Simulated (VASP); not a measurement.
## K2HBr: relaxation of cell and atoms with PBE

Crystal: K2HBr.

```xyz
4
Lattice="4.3110 0.0000 0.0000 -2.1555 3.7335 0.0000 0.0000 0.0000 7.7284" Properties=species:S:1:pos:R:3 pbc="T T T"
K     2.1555    1.2445    2.1217
K     2.1555    1.2445    5.6067
H     0.0000    2.4890    3.8642
Br    0.0000    0.0000    0.0000
```

The cell was built by a generator and needn't be a form met in nature.

```
Program                : VASP 6.6.1
Task                   : relaxation of cell and atoms
Functional             : PBE
Potentials or basis    : VASP PAW PBE potentials, release 64 (K_sv, H, Br)
Cutoff                 : 600 eV
k mesh                 : 6 × 6 × 4
Occupations            : gaussian, width 0.02 eV
Spin                   : no spin polarisation
Dipole correction      : no
Further INCAR settings : ALGO = Normal; EDIFF = 1e-06; IBRION = 2; EDIFFG = -0.01; NSW = 100; ISIF = 3
```

| Property | Result |
| --- | --- |
| Relaxed volume | 31.22 Å³/atom |
| Relaxed cell | a = 4.322 Å, b = 4.322 Å, c = 7.721 Å, α = 90.00°, β = 90.00°, γ = 120.00° |
| Space group after relaxing (to 0.05 Å) | P-6m2 (No. 187) |
| Energy gained by relaxing | 0.1 meV/atom |
| Ionic steps | 3 |
| Pressure after relaxing | 0.0 GPa |
| Band gap on the k mesh | 3.31 eV, indirect (least direct gap 3.83 eV) |

Forces in eV/Å, atoms in the order of the input:
```
K    0.000  0.000  0.002
K    0.000  0.000 -0.002
H    0.000  0.000  0.000
Br   0.000  0.000  0.000
```

The path:
```csv
step,energy change (eV),largest force (eV/Å),pressure (GPa),volume (Å³)
1,0.0000,0.0226,0.04,124.39
2,-0.0001,0.0173,0.02,124.52
3,-0.0002,0.0023,-0.02,124.88
```

Final structure:
```
K H Br
1.0
     4.32166    0.00000    0.00000
    -2.16083    3.74266    0.00000
     0.00000    0.00000    7.72109
K H Br
2 1 1
Direct
  0.66667 0.33333 0.27505
  0.66667 0.33333 0.72495
  0.33333 0.66667 0.50000
  0.00000 0.00000 0.00000
```

Levels at points of the mesh, in eV from the valence-band top:
```
           k point  band 11  band 12  band 13  band 14  band 15  band 16
(0.00, 0.00, 0.00)    -1.20    -1.20    -0.90     4.52     4.89     5.51
(0.50, 0.00, 0.00)    -1.90    -1.46    -0.08     3.97     5.20     5.25
(0.00, 0.00, 0.50)    -1.20    -1.20    -0.53     3.31     5.48     6.52
(0.50, 0.00, 0.50)    -1.91    -1.46    -0.10     4.05     5.25     6.10
```

Wall time 64 s on 1 thread of Intel(R) Xeon(R) 6975P-C (Granite Rapids), with other jobs on the host, peak memory 0.32 GiB.

A k mesh can miss the band edges.
